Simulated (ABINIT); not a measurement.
MnO:

```
CELL_PARAMETERS angstrom
0.00000 2.43651 2.43651
2.43651 0.00000 2.43651
2.43651 2.43651 0.00000
ATOMIC_POSITIONS crystal
Mn 0.00000 0.00000 0.00000
O 0.25000 0.25000 0.25000
```

Measurements of this composition are mostly on another form, of space group No. 225.

Program: ABINIT 10.8.3 (patched build). Alike in all runs: task single point; level PBE; potentials or basis JTH PAW PBE v2.0; cell as given; cutoff (eV) 707; smearing fermi-dirac 0.05 eV; the mesh is coarse, so values aren't converged. Hardware: 1 thread of Arm Neoverse V2, on a shared host.

Question: Order these runs on this cell by their wall time, lowest first.
A. spin collinear, random start; k mesh 6 × 6 × 6
B. spin off; k mesh 6 × 6 × 6
C. spin non-collinear, random start; k mesh 4 × 4 × 4; most SCF steps 80

Answer: B (13 s), A (48 s), C (360 s).

Caveats: all runs use coarse meshes; a cell with one magnetic atom can't hold antiferromagnetic order, which such compounds often take (some runs); an odd number of electrons without spin polarisation forces a metal (some runs); a magnetic or distorted state may lie lower (some runs); small starting moments can end in a higher magnetic state in this program (some runs).
